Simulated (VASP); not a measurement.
The system is Ge.

```
Ge
1.0
     3.99759    0.00000    0.00000
    -1.99879    3.46201    0.00000
     0.00000    0.00000    6.59938
Ge
4
Direct
  0.33333 0.66667 0.93710
  0.66667 0.33333 0.43710
  0.33333 0.66667 0.56290
  0.66667 0.33333 0.06290
```

This isn't the form of Ge at room conditions, which is diamond.

| Quantity | Value |
| --- | --- |
| Program | VASP 6.6.1 |
| Task | relaxation of cell and atoms |
| Functional | PBE |
| Potentials or basis | VASP PAW PBE potentials, release 64 (Ge_d) |
| Cutoff | 600 eV |
| k mesh | 6 × 6 × 3 |
| Occupations | fermi-dirac, width 0.05 eV |
| Spin | no spin polarisation |

At the start: pressure 3.0 GPa; volume 22.83 Å³/atom.

Task: Where does the relaxation end?

Result: Over 5 steps the energy falls by 10.2 meV/atom and the volume is 23.92 Å³/atom (+4.8 %); space group P6_3/mmc (No. 194, to 0.05 Å).

The path:
```csv
step,energy change (eV),largest force (eV/Å),pressure (GPa),volume (Å³)
1,0.0000,0.0275,2.98,91.33
2,-0.0372,0.0528,-1.70,97.07
3,-0.0405,0.0303,0.18,95.53
4,-0.0406,0.0345,0.01,95.67
5,-0.0407,0.0037,-0.01,95.69
```

Final structure:
```xyz
4
Lattice="4.0634 0.0000 0.0000 -2.0317 3.5190 0.0000 0.0000 0.0000 6.6919" Properties=species:S:1:pos:R:3 pbc="T T T"
Ge    0.0000    2.3460    6.2715
Ge    2.0317    1.1730    2.9256
Ge    0.0000    2.3460    3.7663
Ge    2.0317    1.1730    0.4204
```
